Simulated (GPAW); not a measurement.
Runs of GPAW 26.7.0 on GaN. It takes space group F-43m (No. 216, cubic). The conventional cell has a = 4.507 Å, b = 4.507 Å, c = 4.507 Å, α = 90.00°, β = 90.00°, γ = 90.00°. Around Ga (site symmetry -43m) lie 4 N at 1.95 Å. Around N (site symmetry -43m) lie 4 Ga at 1.95 Å. The cell is a database's computed one.

```csv
task,level,potentials or basis,spin,k mesh,cutoff (eV),smearing,maxiter,band path,band points,data set,kernel,other keys,gap on the mesh (eV),pressure (GPa)
band structure,LDA,"PAW data sets generated in the run's folder for this functional, pw",off,10 × 10 × 10,800,fermi-dirac 0.05 eV,150,"GXWKGLUWLK,UX",60,-,-,-,1.88,0.8
single point,LDA,"JTH PAW 2.0, LDA, pw",off,8 × 8 × 8,600,fermi-dirac 0.05 eV,80,-,-,"Ga jth, N jth",-,-,(b),-8.1
single point,PBE,"GPAW PAW data sets (gpaw-data 1.2.1), pw",off,8 × 8 × 8,650,fermi-dirac 0.01 eV,150,-,-,-,-,-,1.83,9.6
band structure,WC,"PAW data sets generated in the run's folder for this functional, pw","SOC, no magnetisation",10 × 10 × 10,800,fermi-dirac 0.05 eV,150,"GXWKGLUWLK,UX",100,-,-,-,(a),6.5
```

Alike in all rows: cell as given.

Question: Fill in the values left out.

Answer: (a) 1.77; (b) 1.72.

Caveats: the cutoff is short for stress and forces, so pressures can be off by a GPa or more (some runs); the program truncates these outside data sets (some runs); spin-orbit coupling was added after a scalar SCF, so levels and gaps hold it while energy, forces, pressure and moments don't (some runs); this program's spin-orbit splittings come out too wide for heavy elements (some runs).

A k mesh can miss the band edges, and rows without SOC leave out spin-orbit coupling on Ga.

The runs don't all hold the same shells in valence.
